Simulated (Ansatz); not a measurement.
# FeCo: strain energy, fitted

FeCo, Pm-3m, a = 2.845 Å. The structure is a Materials Project entry; whether it is the stable form wasn't checked. Ansatz: PBE, PAW, 420 eV, Γ-centred 14×14×14 mesh on 2 atoms, Gaussian smearing 0.10 eV; collinear spin, largest moment 2.8 μB. Series: strain along c alone, the other axes held, atoms fixed by symmetry; x is the strain in per cent. y is the free energy over the unstrained cell, V0 = 11.513 Å³/atom.

```tsv
x (%)	y (meV/atom)
-3.0	?
-2.0	4.28
-1.0	1.04
0.0	0.00
1.0	0.97
2.0	3.73
3.0	8.14
```

Q: Fit y = c2 x² + c3 x³ to the other rows, turn c2 into a modulus, and predict the missing energy.

A: Least squares on the rows shown. y = 1.003 x² − 0.03311 x³. In eV per unit strain² c2 is 10.03; this is C33 with relaxed ions (E = ½ C33 V0 ε²): 2 × 10.03 × 160.2 / (11.513) = 279 GPa. At x = -3.0 the fit asked for gives 9.92 meV/atom. The run gave 9.82 meV/atom, so the fit is 0.10 meV/atom too high, a small miss on the scale of the series.

Only parallel moments were tried here.